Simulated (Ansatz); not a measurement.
# Sn: other elements on the same sites

The task here is to estimate one member of a computed series from the others.

Computed with Ansatz 0.2.0 (DFT r2SCAN, scalar-relativistic, plane waves, PAW, unless a step's input says otherwise).

1 further run of the same task is left out (set aside as unsound or not needed).

## The structure to begin with

The structure is cubic, space group Fd-3m (No. 227). The conventional cell has a = 6.565 Å, b = 6.565 Å, c = 6.565 Å, α = 90.00°, β = 90.00°, γ = 90.00°. Sn (site symmetry -43m) has 4 Sn at 2.84 Å as nearest neighbours.

As a file:

```
CELL_PARAMETERS angstrom
0.00000 3.28227 3.28227
3.28227 0.00000 3.28227
3.28227 3.28227 0.00000
ATOMIC_POSITIONS crystal
Sn 0.00000 0.00000 0.00000
Sn 0.25000 0.25000 0.25000
```

It goes back to an entry of the Materials Project.

This cell was relaxed beforehand with the same method: volume 35.36 Å³/atom, gap on the mesh none (metal).

Set-up of the first run:

Contents of input.yaml:

```yaml
crystal:
  lattice:
    - [0.0, 3.0724175604, 3.0724175604]
    - [3.0724175604, 0.0, 3.0724175604]
    - [3.0724175604, 3.0724175604, 0.0]
  atoms:
    - { symbol: Co, position: [0.0, 0.0, 0.0], spin: 3.0 }
    - { symbol: Co, position: [0.25, 0.25, 0.25], spin: 3.0 }
basis:
  ecutwfc: 500
kpoints:
  mp_grid: { grid: [6, 6, 6] }
hamiltonian:
  xc: r2scan
scf:
  occupations: { method: gaussian, width: 0.1 }
  lower_state_search: "off"
output:
  forces: true
  stress: true
  eigenvalues: true
  populations: true
magnetization:
  spin_polarized: true
```

The run is started by

```
$ ansatz run input.yaml --threads 1 --pin off --max-ram 2560MiB --backend cpu --events-out ev --progress --plain --runs-dir out
```

Steps of the session up to this table: Probe: one point at the start (Co); Coarse relaxation (Co); Full relaxation (Co).

One of the session's tables, all rows but one given; the rest of the session is left out.

Lengths are those of the vectors of the cell that was run:

```
   swap  volume (Å³/atom)  a (Å)  b (Å)  c (Å)
   none             35.36  4.642  4.642  4.642
Sn → Ge             22.83  4.012  4.012  4.012
Sn → Ru             19.83  3.828  3.828  3.828
Sn → Pb                 ?      ?      ?      ?
 Sn → C              5.64  2.517  2.517  2.517
Sn → Co             15.96  3.560  3.560  3.560
```

Estimate the missing values for Sn → Pb.

The run gave: volume (Å³/atom): 42.09; a (Å): 4.919; b (Å): 4.919; c (Å): 4.919. In the column «volume (Å³/atom)» it is the highest.

Lengths are those of the computed cell. Rows of earlier swaps come from the sessions before.

Caveats from the session: Other magnetic orders or occupations could lie lower; they were not searched in full. Warnings in the runs' records: stability check not made.
